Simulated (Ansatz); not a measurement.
Wanted: the native input for an Ansatz 0.2.0 run.

```
Task                : relaxation of cell and atoms
Functional          : r2SCAN
Potentials or basis : Ansatz PAW
Cutoff              : 500 eV (not typed: the program's choice for these potentials)
k mesh              : 7 × 7 × 7
Occupations         : fermi-dirac, width 0.05 eV
Spin                : no spin polarisation
```

Crystal: BaTiO3.

```xyz
5
Lattice="4.0060 0.0000 0.0000 0.0000 4.0060 0.0000 0.0000 0.0000 4.0060" Properties=species:S:1:pos:R:3 pbc="T T T"
Ba    2.0030    2.0030    2.0030
Ti    0.0000    0.0000    0.0000
O     0.0000    0.0000    2.0030
O     0.0000    2.0030    0.0000
O     2.0030    0.0000    0.0000
```

The input as run:

input.yaml

```yaml
crystal:
  lattice:
    - [4.006, 0.0, 0.0]
    - [0.0, 4.006, 0.0]
    - [0.0, 0.0, 4.006]
  atoms:
    - { symbol: Ba, position: [0.5, 0.5, 0.5] }
    - { symbol: Ti, position: [0.0, 0.0, 0.0] }
    - { symbol: O, position: [0.0, 0.0, 0.5] }
    - { symbol: O, position: [0.0, 0.5, 0.0] }
    - { symbol: O, position: [0.5, 0.0, 0.0] }
hamiltonian:
  xc: r2scan
  pseudopotentials: { kind: paw }
kpoints:
  mp_grid: { grid: [7, 7, 7] }
scf:
  occupations: { method: fermi_dirac, width: 0.05 }
output:
  forces: true
  stress: true
  eigenvalues: true
  write_density: true
  write_potential: true
  elf: true
  volumetric_format: npy
relax:
  f_tol: 0.01
  max_steps: 40
  cell: { stress_tol: 0.05 }
```

Potentials or basis: Ansatz PAW.

Launch:

```console
$ ansatz run input.yaml --threads 2 --pin off --max-ram 5632MiB --backend cpu --events-out ev --progress --plain --runs-dir out
```

It gave:

```yaml
Relaxed_volume: 12.74 Å³/atom
Relaxed_cell: a = 3.994 Å, b = 3.994 Å, c = 3.994 Å, α = 90.00°, β = 90.00°, γ = 90.00°
Space_group_after_relaxing_to_0.05_Å: Pm-3m (No. 221)
Energy_gained_by_relaxing: 0.6 meV/atom
Ionic_steps: 4
Pressure_after_relaxing: 0.0 GPa
Band_gap_on_the_k_mesh: 2.24 eV, indirect (least direct gap 2.28 eV)
```

Caveat: odd divisions of the mesh miss points on the zone boundary, where band edges often lie, so the gap on the mesh can be too wide; the plane-wave basis is chosen anew once the cell has moved, so the energies of steps on either side of that aren't comparable; spin-orbit coupling is left out, which moves the levels of the heavy elements; the PAW data sets come from PBE, with cores solved anew for the run's functional, which leaves a small shift of forces and pressure.

Run time: 10 s on 2 threads of Arm Neoverse V2, on a shared host, peak memory 0.5 GiB.
